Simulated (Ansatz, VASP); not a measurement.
# GaSb: VASP beside Ansatz

```
Ga Sb
1.0
     0.00000    3.18512    3.18512
     3.18512    0.00000    3.18512
     3.18512    3.18512    0.00000
Ga Sb
1 1
Direct
  0.00000 0.00000 0.00000
  0.75000 0.75000 0.75000
```

Alike in both runs: task single point; functional PBEsol; k mesh 12 × 12 × 12; occupations gaussian, width 0.1 eV; no spin polarisation.

|  | VASP | Ansatz |
| --- | --- | --- |
| version | VASP 6.6.1 | Ansatz 0.2.0 |
| potentials or method | VASP PAW PBE potentials, release 64 (Ga_d, Sb) | scalar-relativistic, plane waves, PAW |
| plane-wave cutoff (eV) | 520 | 420 |
| valence electrons in the cell | 18 | 28 |

VASP gave:

```
gap on the k mesh at the Fermi level (eV) : none
pressure (GPa)                            : -4.7
```

**Question.** Which values does Ansatz return?

**Answer.** gap on the k mesh at the Fermi level (eV): none; pressure (GPa): -4.8.

A gap of «none» marks a metal or a gap that the smearing closes. The two sets of potentials don't hold the same shells in valence.

Caveats: the PAW data sets were made with another functional, which shifts forces and pressure a little (VASP). The runs have no spin-orbit coupling, so splittings on Sb are missing.
